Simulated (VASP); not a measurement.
Output of a VASP run:

### OSZICAR
```
       N       E                     dE             d eps       ncg     rms          rms(c)
DAV:   1     0.621954562076E+02    0.62195E+02   -0.87781E+03   864   0.127E+03
DAV:   2    -0.282037219098E+02   -0.90399E+02   -0.84530E+02  1128   0.280E+02
DAV:   3    -0.315820881125E+02   -0.33784E+01   -0.33633E+01  1144   0.581E+01
DAV:   4    -0.316110823133E+02   -0.28994E-01   -0.28964E-01  1056   0.601E+00
DAV:   5    -0.316114688284E+02   -0.38652E-03   -0.38649E-03  1120   0.600E-01    0.843E+00
DAV:   6    -0.296816900786E+02    0.19298E+01   -0.65903E+00   980   0.229E+01    0.286E+00
DAV:   7    -0.296499018426E+02    0.31788E-01   -0.12027E-01  1032   0.352E+00    0.180E+00
DAV:   8    -0.296385690813E+02    0.11333E-01   -0.31807E-02   968   0.246E+00    0.260E-01
DAV:   9    -0.296376408237E+02    0.92826E-03   -0.34008E-03  1120   0.594E-01    0.601E-02
DAV:  10    -0.296378137710E+02   -0.17295E-03   -0.25514E-04   984   0.152E-01    0.256E-02
DAV:  11    -0.296378059175E+02    0.78535E-05   -0.32505E-05  1116   0.556E-02    0.465E-03
DAV:  12    -0.296378056990E+02    0.21845E-06   -0.23328E-06  1032   0.151E-02    0.107E-03
DAV:  13    -0.296378057083E+02   -0.92718E-08   -0.16739E-08   784   0.142E-03
   1 F= -.29637806E+02 E0= -.29637806E+02  d E =-.296378E+02
```

### OUTCAR
```
------------------------ aborting loop because EDIFF is reached ----------------------------------------
  FORCE on cell =-STRESS in cart. coord.  units (eV):
  Direction    XX          YY          ZZ          XY          YZ          ZX
  --------------------------------------------------------------------------------------
  Total       -1.0357882     -1.0357886     -1.0199593      0.0000000      0.0000000      0.0000000
  in kB      -58.5427894    -58.5428098    -57.6481384      0.0000000      0.0000000      0.0000000
  external PRESSURE =     -58.2445792 kB  Pullay stress =       0.0000000 kB
  volume of cell :       28.35
      direct lattice vectors                 reciprocal lattice vectors
     1.360898028 -2.357144940  0.000000000     0.367404456 -0.212121025  0.000000000
     1.360898028  2.357144940  0.000000000     0.367404456  0.212121025  0.000000000
     0.000000000  0.000000000  4.418412618     0.000000000  0.000000000  0.226325626
 POSITION                                       TOTAL-FORCE (eV/Angst)
 -----------------------------------------------------------------------------------
      1.36090     -0.78572      2.20949         0.000000     -0.000000      0.000427
      1.36090      0.78572      0.00028        -0.000000     -0.000000      0.000427
      1.36090     -0.78572      3.87909        -0.000000     -0.000000     -0.000427
      1.36090      0.78572      1.66988         0.000000      0.000000     -0.000427
 -----------------------------------------------------------------------------------
    total drift:                                0.000000      0.001588      0.000405
  FREE ENERGIE OF THE ION-ELECTRON SYSTEM (eV)
  ---------------------------------------------------
  free  energy   TOTEN  =       -29.6378057083 eV

  energy  without entropy=      -29.6378057083  energy(sigma->0) =      -29.63780571

 reached required accuracy - stopping structural energy minimisation
```
(Selected blocks of OUTCAR.)

File POSCAR:
```
BeO
1
    1.3608980281    -2.3571449401     0.0000000000
    1.3608980281     2.3571449401     0.0000000000
    0.0000000000     0.0000000000     4.4184126185
Be O
2 2
Direct
  0.6666670000   0.3333330000   0.5000633700
  0.3333330000   0.6666670000   0.0000633700
  0.6666670000   0.3333330000   0.8779366300
  0.3333330000   0.6666670000   0.3779366300
```

Q: Reconstruct the remaining input files.

A: Several could match; the one computed here: the input of the run itself, PBEsol GGA, plane waves, VASP's PBE PAW potentials (set 64).

### INCAR
```
ALGO=Normal
GGA=PS   # PBEsol
ENCUT=520   # plane-wave cut-off (eV)
EDIFFG=-0.01   # ionic stop
SYSTEM=BeO
ISMEAR=0   # Gaussian
ISIF=4
LCHARG=.FALSE.
LASPH=.TRUE.
PREC=Accurate
IBRION=2
LWAVE=.FALSE.
NSW=30   # most ionic steps
NELM=100
EDIFF=1E-7
SIGMA=0.05   # width (eV)
LREAL=.FALSE.   # projection in real space or not
```

### KPOINTS
```
Automatic mesh
0
Gamma
9 9 5
0 0 0
```

POTCAR, in this order: Be O (PBE.64 set). Program: vasp_std.

The compound is BeO in the wurtzite structure. This cell is one point of a volume scan, at 1.03 of the reference volume.
